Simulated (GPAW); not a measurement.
Crystal: HfC.

```
CELL_PARAMETERS angstrom
0.00000 2.32500 2.32500
2.32500 0.00000 2.32500
2.32500 2.32500 0.00000
ATOMIC_POSITIONS crystal
Hf 0.50000 0.50000 0.50000
C 0.00000 0.00000 0.00000
```

* Program: GPAW 26.7.0
* Task: relaxation of cell and atoms
* Functional: PBEsol
* Dispersion: D3(BJ)+ATM
* Potentials or basis: PAW data sets generated in the run's folder for this functional
* Cutoff: 800 eV
* Basis: pw
* k mesh: 10 × 10 × 10
* Occupations: fermi-dirac, width 0.05 eV
* Spin: no spin polarisation

At the start: pressure -9.3 GPa; volume 12.57 Å³/atom.

How do energy, volume and symmetry change on relaxing?

Over 3 steps the energy falls by 13.4 meV/atom and the volume is 12.09 Å³/atom (-3.8 %); space group Fm-3m (No. 225, to 0.05 Å).

Step by step:
```
step  energy change (eV)  largest force (eV/Å)  pressure (GPa)  volume (Å³)
   1              0.0000                0.0000           -9.26        25.14
   2             -0.0176                0.0000           -5.63        24.75
   3             -0.0267                0.0000            0.23        24.18
```

Final structure:
```
Hf C
1.0
     0.00000    2.29511    2.29511
     2.29511    0.00000    2.29511
     2.29511    2.29511    0.00000
Hf C
1 1
Direct
  0.50000 0.50000 0.50000
  0.00000 0.00000 0.00000
```

Caveat: later steps reuse the first step's grids; pairwise dispersion overbinds metals, which lowers pressure and volume.
